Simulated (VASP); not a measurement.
# Nb (Im-3m) in VASP: a series of runs, part 2 of 2

VASP 6.6.1. Earlier steps stand in the parts before.

## (3) Phonons, LDA

POSCAR reads:

```
Nb
1.0
   -1.6639500000      1.6639500000      1.6639500000
    1.6639500000     -1.6639500000      1.6639500000
    1.6639500000      1.6639500000     -1.6639500000
Nb
1
Direct
    0.0000000000      0.0000000000      0.0000000000
```

INCAR.step1 reads:

```
SYSTEM = Nb
PREC = Accurate ; ENCUT = 600
EDIFF = 1E-8 ; ISMEAR = -1
SIGMA = 0.05 ; LREAL = .False.
LASPH = .True. ; NELM = 100
ALGO = Normal ; ISIF = 3
LWAVE = .False. ; LCHARG = .False.
IBRION = 2 ; NSW = 40
EDIFFG = -0.002
```

INCAR.step2 reads:

```
SYSTEM = Nb
PREC = Accurate ; ENCUT = 600
EDIFF = 1E-8 ; ISMEAR = -1
SIGMA = 0.05 ; LREAL = .False.
LASPH = .True. ; NELM = 100
ALGO = Normal ; ISIF = 2
LWAVE = .False. ; LCHARG = .False.
IBRION = 8 ; NSW = 1
```

KPOINTS reads:

```
Automatic mesh
0
Gamma
  8 8 8
  0 0 0
```

Potentials or basis: VASP PAW LDA potentials, release 64 (Nb_sv).

Launch:

```sh
$ cat potpaw_LDA.64/Nb_sv/POTCAR > POTCAR
$ cp INCAR.step1 INCAR
$ mpirun -np 1 vasp_std > vasp.out
$ cp CONTCAR POSCAR
$ cp INCAR.step2 INCAR
$ mpirun -np 1 vasp_std > vasp.out
```

OUTCAR:

```text
SYSTEM = Nb
   PREC = Accurate
   ENCUT = 600
   EDIFF = 1E-8
   ISMEAR = -1
   LREAL = .False.
   LASPH = .True.
   NELM = 100
   ISIF = 2
   IBRION = 8
   NSW = 1

 ion  position               nearest neighbor table
   1  0.000  0.000  0.000-

  LATTYP: Found a body centered cubic cell.
 ALAT       =     3.2527244911

  Lattice vectors:

 A1 = (  -1.6263622455,   1.6263622455,   1.6263622455)
 A2 = (   1.6263622455,  -1.6263622455,   1.6263622455)
 A3 = (   1.6263622455,   1.6263622455,  -1.6263622455)

Analysis of symmetry for initial positions (statically):
=====================================================================
 Subroutine PRICEL returns:
 Original cell was already a primitive cell.

 Routine SETGRP: Setting up the symmetry group for a
 body centered cubic supercell.

 Subroutine GETGRP returns: Found 48 space group operations
 (whereof 48 operations were pure point group operations)
 out of a pool of 48 trial point group operations.

The static configuration has the point symmetry O_h .

Analysis of symmetry for dynamics (positions and initial velocities):
=====================================================================
 Subroutine PRICEL returns:
 Original cell was already a primitive cell.

 Routine SETGRP: Setting up the symmetry group for a
 body centered cubic supercell.

 Subroutine GETGRP returns: Found 48 space group operations
 (whereof 48 operations were pure point group operations)
 out of a pool of 48 trial point group operations.

The dynamic configuration has the point symmetry O_h .
[... 483 lines left out ...]
      direct lattice vectors                 reciprocal lattice vectors
    -1.626362246  1.626362246  1.626362246     0.000000000  0.307434584  0.307434584
     1.626362246 -1.626362246  1.626362246     0.307434584  0.000000000  0.307434584
     1.626362246  1.626362246 -1.626362246     0.307434584  0.307434584  0.000000000

 POSITION                                       TOTAL-FORCE (eV/Angst)
 -----------------------------------------------------------------------------------
      0.00000      0.00000      0.00000         0.000000      0.000000     -0.000000
 -----------------------------------------------------------------------------------
    total drift:                                0.000000      0.000000     -0.000000

  FREE ENERGIE OF THE ION-ELECTRON SYSTEM (eV)
  ---------------------------------------------------
  free  energy   TOTEN  =       -11.2818782565 eV

  energy  without entropy=      -11.2700420936  energy(sigma->0) =      -11.27596018

[... ionic steps 2 to 3 ...]

--------------------------------------- Ionic step        4  -------------------------------------------

 Free energy of the ion-electron system (eV)
  ---------------------------------------------------
  ---------------------------------------------------
  free energy    TOTEN  =        -0.40192860 eV

  energy without entropy =       -0.40192860

------------------------ aborting loop because EDIFF is reached ----------------------------------------

 INTERNAL STRAIN TENSOR  FOR ION    1  DIRECTION 1   (eV/Angst):
 -----------------------------------------------------------------------------
     0.03559  0.00000  0.00000
     0.00000  0.01431 -0.00000
    -0.00000 -0.00000  0.01431

 INTERNAL STRAIN TENSOR FOR ION    1 for displacements in x,y,z  (eV/Angst):
          X           Y           Z          XY          YZ          ZX
  --------------------------------------------------------------------------------
  x     0.00000     0.00000     0.00000     0.00000     0.00000     0.00000
  y     0.00000     0.00000     0.00000     0.00000     0.00000     0.00000
  z     0.00000     0.00000     0.00000     0.00000     0.00000     0.00000

 SECOND DERIVATIVES (NOT SYMMETRIZED)
 ------------------------------------
               1X          1Y          1Z
  1X    -0.007990    0.000000    0.000000
  1Y     0.000000   -0.007990    0.000000
  1Z     0.000000    0.000000   -0.007990

 Eigenvectors and eigenvalues of the dynamical matrix
 ----------------------------------------------------

   1 f  =    0.144973 THz     0.910890 2PiTHz    4.835765 cm-1     0.599558 meV
             X         Y         Z           dx          dy          dz
      0.000000  0.000000  0.000000     1.000000    0.000000    0.000000

   2 f  =    0.144973 THz     0.910890 2PiTHz    4.835765 cm-1     0.599558 meV
             X         Y         Z           dx          dy          dz
      0.000000  0.000000  0.000000     0.000000    1.000000    0.000000

   3 f  =    0.144973 THz     0.910890 2PiTHz    4.835765 cm-1     0.599558 meV
             X         Y         Z           dx          dy          dz
      0.000000  0.000000  0.000000     0.000000    0.000000    1.000000

--------------------------------------------------------------------------------------------------------

 ELASTIC MODULI CONTR FROM IONIC RELAXATION (kBar)
 Direction    XX          YY          ZZ          XY          YZ          ZX
 --------------------------------------------------------------------------------
 XX           0.0000      0.0000      0.0000      0.0000      0.0000      0.0000
 YY           0.0000      0.0000      0.0000      0.0000      0.0000      0.0000
 ZZ           0.0000      0.0000      0.0000      0.0000      0.0000      0.0000
 XY           0.0000      0.0000      0.0000      0.0000      0.0000      0.0000
 YZ           0.0000      0.0000      0.0000      0.0000      0.0000      0.0000
 ZX           0.0000      0.0000      0.0000      0.0000      0.0000      0.0000
 --------------------------------------------------------------------------------
```

OUTCAR.step1:

```text
SYSTEM = Nb
   PREC = Accurate
   ENCUT = 600
   EDIFF = 1E-8
   ISMEAR = -1
   LREAL = .False.
   LASPH = .True.
   NELM = 100
   ISIF = 3
[... 736 lines left out ...]
  -------------------------------------------------------------------------------------
  Total        0.0000182      0.0000182      0.0000182     -0.0000000      0.0000000     -0.0000000
  in kB        0.0016936      0.0016936      0.0016936     -0.0000000      0.0000000     -0.0000000
  external PRESSURE =       0.0016936 kB  Pullay stress =       0.0000000 kB
[... 16 lines left out ...]
  FREE ENERGIE OF THE ION-ELECTRON SYSTEM (eV)
  ---------------------------------------------------
  free  energy   TOTEN  =       -11.2825060912 eV

  energy  without entropy=      -11.2706704545  energy(sigma->0) =      -11.27658827

 reached required accuracy - stopping structural energy minimisation
```

OSZICAR.step1:

```text
N       E                     dE             d eps       ncg     rms          rms(c)
DAV:   1     0.142191153556E+03    0.14219E+03   -0.78911E+03   580   0.143E+03
DAV:   2    -0.442238884188E+01   -0.14661E+03   -0.14335E+03   626   0.514E+02
DAV:   3    -0.112781486874E+02   -0.68558E+01   -0.65598E+01   888   0.973E+01
[... 74 lines left out ...]
DAV:   4    -0.112824986037E+02   -0.84316E-05   -0.95807E-06   758   0.336E-02    0.148E-02
DAV:   5    -0.112825061121E+02   -0.75084E-05   -0.22370E-05   940   0.385E-02    0.525E-03
DAV:   6    -0.112825060899E+02    0.22223E-07   -0.85125E-07   704   0.106E-02    0.172E-03
DAV:   7    -0.112825060871E+02    0.27603E-08   -0.17637E-07   782   0.422E-03    0.311E-04
DAV:   8    -0.112825060912E+02   -0.40893E-08   -0.35697E-09   346   0.729E-04
   7 F= -.11282506E+02 E0= -.11276588E+02  d E =-.956363E-05
```

Wall time 53 s (1 thread of Intel Xeon 6975P-C (Granite Rapids), shared host); peak memory 0.14 GiB.

Results:

```yaml
Relaxed_volume: 17.21 Å³/atom
Relaxed_cell: a = 2.817 Å, b = 2.817 Å, c = 2.817 Å, α = 109.47°, β = 109.47°, γ = 109.47°
Space_group_after_relaxing_to_0.05_Å: Im-3m (No. 229)
```

The path:
```
step  energy change (eV)  largest force (eV/Å)  pressure (GPa)  volume (Å³)
   1              0.0000                0.0000          -11.91        18.43
   2              0.1682                0.0000           35.26        15.01
   3             -0.0479                0.0000           -0.62        17.26
   4             -0.0480                0.0000           -0.08        17.21
   5             -0.0480                0.0000            0.19        17.19
   6             -0.0480                0.0000           -0.32        17.24
   7             -0.0480                0.0000            0.00        17.21
```

Final structure:
```yaml
crystal:
  lattice:
    - [-1.62636, 1.62636, 1.62636]
    - [1.62636, -1.62636, 1.62636]
    - [1.62636, 1.62636, -1.62636]
  atoms:
    - { symbol: Nb, position: [0.00000, 0.00000, 0.00000] }
```

## (4) For comparison

An earlier run on the cell as given: functional PBE; potentials or basis VASP PAW PBE potentials, release 64 (Nb_sv); cutoff 520 eV; k mesh 11 × 11 × 11; occupations fermi-dirac, width 0.05 eV; no spin polarisation.

- Pressure: -2.3 GPa
- Band gap on the k mesh: none (metal or under the smearing width)
